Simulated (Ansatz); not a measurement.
HfO2:

```
Hf O
1.0
     5.21946    0.00000    0.00000
     0.00000    5.00476    0.00000
     0.00000    0.00000    5.03269
Hf O
4 8
Direct
  0.96699 0.73252 0.74144
  0.53301 0.73252 0.24144
  0.46699 0.26748 0.74144
  0.03301 0.26748 0.24144
  0.63213 0.92865 0.87927
  0.86787 0.92865 0.37927
  0.23395 0.53988 0.49229
  0.26605 0.53988 0.99229
  0.76605 0.46012 0.99229
  0.73395 0.46012 0.49229
  0.13213 0.07135 0.87927
  0.36787 0.07135 0.37927
```

Measurements of this composition are mostly on another form, of space group No. 14.

| Item | Value |
| --- | --- |
| Program | Ansatz 0.2.0 |
| Task | relaxation of cell and atoms |
| Functional | revPBE |
| Potentials or basis | Ansatz PAW |
| Cutoff | 420 eV (not typed: the program's choice for these potentials) |
| k mesh | 5 × 6 × 5 |
| Occupations | fermi-dirac, width 0.05 eV |
| Spin | no spin polarisation |

At the start: volume 10.96 Å³/atom.

Q: Where does the relaxation end?

A: It ends after 9 steps and the volume is 11.61 Å³/atom (+6.0 %); space group Pca2_1 (No. 29, to 0.05 Å).

The path:
```csv
step,energy change (eV),largest force (eV/Å),volume (Å³)
1,0.0000,0.1317,131.46
2,-0.2317,0.0863,139.73
3,-0.2476,0.0733,138.56
4,-0.2517,0.0283,138.69
5,-0.2523,0.0145,138.94
6,-0.2524,0.0009,138.93
7,-0.2990,0.0034,138.93
8,-0.2980,0.0025,139.32
9,-0.2999,0.0026,139.32
```

Final structure:
```xyz
12
Lattice="5.3322 0.0000 0.0000 0.0000 5.0936 0.0000 0.0000 0.0000 5.1294" Properties=species:S:1:pos:R:3 pbc="T T T"
Hf    5.1573    3.7408    3.7883
Hf    2.8411    3.7408    1.2237
Hf    2.4912    1.3528    3.7883
Hf    0.1749    1.3528    1.2237
O     3.3891    4.7609    4.5382
O     4.6093    4.7609    1.9735
O     1.2032    2.7252    2.5119
O     1.4629    2.7252    5.0766
O     4.1290    2.3684    5.0766
O     3.8693    2.3684    2.5119
O     0.7230    0.3327    4.5382
O     1.9431    0.3327    1.9735
```

Caveat: the plane-wave basis is chosen anew once the cell has moved, so the energies of steps on either side of that aren't comparable; the pressure holds a Pulay correction of +0.7 GPa for the finite cutoff; the PAW data sets come from PBE, with cores solved anew for the run's functional, which leaves a small shift of forces and pressure.
